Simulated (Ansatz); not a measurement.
## BeS: all-electron results

```yaml
crystal:
  lattice:
    - [0.00000, 2.42500, 2.42500]
    - [2.42500, 0.00000, 2.42500]
    - [2.42500, 2.42500, 0.00000]
  atoms:
    - { symbol: Be, position: [0.00000, 0.00000, 0.00000] }
    - { symbol: S, position: [0.75000, 0.75000, 0.75000] }
```

Atom numbers follow the list: Be1, S2.

The cell is COD entry 9008836, as deposited and not checked against the literature; nothing was relaxed. It is an old determination, and later ones may differ.

Levels of theory: DFT, PBE, all-electron LAPW, scalar-relativistic (Ansatz 0.2.0); DFT, PBE, PAW with Ansatz's default frozen-core files, scalar-relativistic (Ansatz 0.2.0).

For LAPW: a Γ-centred 9×9×9 k mesh, Fermi–Dirac smearing of 0.02 eV, basis error target 0.25 meV/atom, no spin polarisation. PAW takes a cutoff of 420 eV at this cell. The Ansatz runs share mesh, smearing and spin set-up. Values come from LAPW unless marked.

```yaml
Pressure_at_this_cell: 1.52 GPa
Band_gap: 3.11 eV, indirect from Γ to X (-0.5, -0.5, 0)
Smallest_direct_gap_on_the_path: 5.63 eV
Löwdin_charges_with_0.32_e_of_the_cell_spilling_out_of_the_atomic_basis_so_their_sizes_and_signs_hang_on_that_basis: Be1 1.40, S2 -1.08 e
Bader_charges_from_the_PAW_run: Be1 +1.62, S2 -1.62 e
Volume_per_atom: 14.26 Å³
```
